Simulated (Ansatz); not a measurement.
Ga in Ansatz: the effect of functional

Crystal: Ga.

```
CELL_PARAMETERS angstrom
2.23094 -3.77873 0.00000
2.23094 3.77873 0.00000
0.00000 0.00000 4.46286
ATOMIC_POSITIONS crystal
Ga 0.34510 0.65490 0.41900
Ga 0.15490 0.84510 0.91900
Ga 0.65490 0.34510 0.58100
Ga 0.84510 0.15490 0.08100
```

The cell isn't the ideal one: volume scaled by 0.96.

Alike in all runs:

- Program: Ansatz 0.2.0
- Task: single point
- Potentials or basis: Ansatz PAW
- k mesh: 7 × 7 × 6
- Occupations: fermi-dirac, width 0.05 eV
- Spin: no spin polarisation

```csv
functional,cutoff,pressure (GPa),largest force (eV/Å)
LDA,420 eV (not typed: the program's choice for these potentials),-1.6,0.14
r2SCAN,500 eV (not typed: the program's choice for these potentials),?,?
PBE,420 eV (not typed: the program's choice for these potentials),4.5,0.11
```

Task: What does the run with functional r2SCAN give?

Result: Pressure 1.3 GPa; largest force 0.15 eV/Å.

Caveats: the PAW data sets come from PBE, with cores solved anew for the run's functional, which leaves a small shift of forces and pressure (some runs).
